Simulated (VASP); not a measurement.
A run of VASP 6.6.1 is set up as follows.

The input INCAR:

```
PREC = Accurate
ENCUT = 520
EDIFF = 1E-7
ISMEAR = -1
SIGMA = 0.05
LREAL = False
LASPH = True
NELM = 80
ALGO = Normal
ISIF = 2
LWAVE = False
LCHARG = True
GGA = PE
LELF = True
LVHAR = True
NBANDS = 12
```

Contents of KPOINTS:

```
Automatic mesh
0
Gamma
  10 10 6
```

POSCAR

```
Be4H
1.0
    3.0020168100      0.0000000000      0.0000000000
   -1.5010084000      2.5998228200      0.0000000000
    0.0000000000      0.0000000000      4.5542779400
Be H
4 1
Direct
    0.5000000000      0.0000000000      0.0000000000
    0.0000000000      0.5000000000      0.0000000000
    0.5000000000      0.5000000000      0.0000000000
    0.0000000000      0.0000000000      0.5000000000
    0.0000000000      0.0000000000      0.0000000000
```

Potentials or basis: VASP PAW PBE potentials, release 64 (Be, H).

Command:

```bash
$ cat potpaw_PBE.64/Be/POTCAR potpaw_PBE.64/H/POTCAR > POTCAR
$ mpirun -np 1 vasp_std > vasp.out
```

Q: Predict the band gap on the k mesh.

A: None (metal or under the smearing width).

Q: Estimate the pressure.

A: 99.5 GPa.

Stress tensor (GPa, compression positive):
```
157.58   0.00   0.00
  0.00 157.58   0.00
  0.00   0.00 -16.65
```

Caveat: a pressure of tens of GPa on the cell as given is suspect, and the run, the potentials or the cell itself is likely at fault.
